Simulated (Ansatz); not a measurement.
**HfN (rocksalt): a single-point run**

The task is a single-point run on HfN (rocksalt). The structure is shown as the input types it.

Computed with Ansatz 0.2.0 (DFT PBE, spin-orbit coupling, plane waves, PAW, unless a step's input says otherwise).

## (1) The structure to begin with

Symmetry: Fm-3m, No. 225, cubic system. The conventional cell has a = 4.545 Å, b = 4.545 Å, c = 4.545 Å, α = 90.00°, β = 90.00°, γ = 90.00°. Hf (site symmetry m-3m) has 6 N at 2.27 Å in its first shell of neighbours. N (site symmetry m-3m) has 6 Hf at 2.27 Å in its first shell of neighbours.

As a file:

```xyz
2
Lattice="0.0000 2.2726 2.2726 2.2726 0.0000 2.2726 2.2726 2.2726 0.0000" Properties=species:S:1:pos:R:3 pbc="T T T"
Hf    2.2726    2.2726    2.2726
N     0.0000    0.0000    0.0000
```

## (2) Input and run

Contents of input.yaml:

```yaml
crystal:
  lattice:
    - [0.0, 2.2726372262, 2.2726372262]
    - [2.2726372262, 0.0, 2.2726372262]
    - [2.2726372262, 2.2726372262, 0.0]
  atoms:
    - { symbol: Hf, position: [0.5, 0.5, 0.5] }
    - { symbol: "N", position: [0.0, 0.0, 0.0] }
basis:
  ecutwfc: 420
  ecutrho_ratio: 4
kpoints:
  mp_grid: { grid: [12, 12, 12] }
hamiltonian:
  xc: pbe
scf:
  occupations: { method: gaussian, width: 5.0 }
  max_iter: 50
output:
  forces: true
  stress: true
magnetization:
  noncollinear: true
  spin_orbit: true
```

Started as:

```
ansatz run input.yaml --threads 4 --pin off --max-ram 7168MiB --backend cpu --events-out ev --progress --plain --runs-dir out
```

What happens when this is run?

The run converged and reported no error. It gives a pressure of 36 GPa, which is large; a structure far from rest gives such values too, whatever the setting.

In the input, scf.occupations.width is 5.0. The width is far wider than usual, so occupations near the Fermi level are blurred and the entropy term grows.

The test: set scf.occupations.width to 0.05.
